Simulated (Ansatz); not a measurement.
**Field gradients of P from run to run**

Cell of run 1: a structure deposited in the COD, taken as it stands.

```
P
1.0
     5.50300    0.00000    0.00000
    -1.99327   10.70009    0.00000
    -1.88123   -1.26579   10.78810
P
24
Direct
  0.07419 0.00247 0.67802
  0.92581 0.99753 0.32198
  0.59157 0.17722 0.52922
  0.40843 0.82278 0.47078
  0.16263 0.05123 0.18938
  0.83737 0.94877 0.81062
  0.77774 0.37360 0.55505
  0.22226 0.62640 0.44495
  0.68802 0.31490 0.02641
  0.31198 0.68510 0.97359
  0.24034 0.01126 0.87186
  0.75966 0.98874 0.12814
  0.51500 0.30808 0.67157
  0.48500 0.69192 0.32843
  0.37833 0.31956 0.47750
  0.62167 0.68044 0.52250
  0.06563 0.37416 0.13526
  0.93437 0.62584 0.86474
  0.01211 0.14518 0.81346
  0.98789 0.85482 0.18654
  0.79376 0.49419 0.14244
  0.20624 0.50581 0.85756
  0.75015 0.31893 0.22608
  0.24985 0.68107 0.77392
```

Atoms are numbered from 1 in the order listed; like atoms form one site, named after its first atom.

Relaxed positions (PBE, cell held):

```
CELL_PARAMETERS angstrom
5.50300 0.00000 0.00000
-1.99327 10.70009 0.00000
-1.88123 -1.26579 10.78810
ATOMIC_POSITIONS crystal
P 0.07748 0.99093 0.67569
P 0.92252 0.00907 0.32431
P 0.58563 0.17901 0.54089
P 0.41437 0.82099 0.45911
P 0.17150 0.05096 0.18947
P 0.82850 0.94904 0.81053
P 0.77835 0.37811 0.55989
P 0.22165 0.62189 0.44011
P 0.69046 0.30306 0.02434
P 0.30954 0.69694 0.97566
P 0.23865 0.01411 0.87565
P 0.76135 0.98589 0.12435
P 0.50213 0.31794 0.67775
P 0.49787 0.68206 0.32225
P 0.37326 0.32286 0.47788
P 0.62674 0.67714 0.52212
P 0.07852 0.36668 0.13007
P 0.92148 0.63332 0.86993
P 0.00782 0.14570 0.79974
P 0.99218 0.85430 0.20026
P 0.80282 0.48999 0.13471
P 0.19718 0.51001 0.86529
P 0.76336 0.31783 0.22882
P 0.23664 0.68217 0.77118
```

All runs are DFT with Ansatz 0.2.0 (plane waves and PAW, scalar-relativistic unless spin–orbit coupling is named, Γ-centred meshes, Fermi–Dirac smearing where given) in this cell.

Run 1: PBE, atoms as given; 420 eV, 6×3×3 k-points, smearing 0.02 eV.
Run 2: PBE, atoms relaxed; 420 eV, 6×3×3 k-points, smearing 0.02 eV.
Run 3: r2SCAN, at the relaxed atoms; 500 eV, 6×3×3 k-points, smearing 0.02 eV.
Run 4: LDA, at the relaxed atoms; 420 eV, 6×3×3 k-points, smearing 0.02 eV.
Run 5: PBEsol, at the relaxed atoms; 420 eV, 6×3×3 k-points, smearing 0.02 eV.

```csv
run,P7 V_zz (η),P11 V_zz (η),P13 V_zz (η)
1,-0.29 (0.27),-0.22 (1.00),-0.60 (0.77)
2,0.44 (0.64),0.39 (0.70),0.42 (0.58)
3,-0.30 (0.80),-0.26 (0.66),0.31 (0.90)
4,?,?,?
5,0.45 (0.60),0.40 (0.65),0.42 (0.60)
```

V_zz in 10²¹ V/m²; 3 of the 12 sets of like atoms are followed.

Problem. Estimate the row of run 4.

Solution. P7: 0.53 (0.52); P11: 0.47 (0.54); P13: 0.47 (0.49). It lies nearest to run 5, from whose tensors on these sites it differs by 0.08 at most (largest principal value of the difference, on P7). Taken one at a time, the positions of the atoms (as given or relaxed) move the tensors on these sites by up to 0.65 (largest principal value of the change, on P13), the functional (between the two that differ most) by 0.28 (P11). On some sites the largest principal value moves to another axis from run to run, and the sign of V_zz can flip with it.

In runs 1, 3, 4 the atoms aren't at the calculated equilibrium (largest force 1.2, 0.46, 0.26 eV/Å).
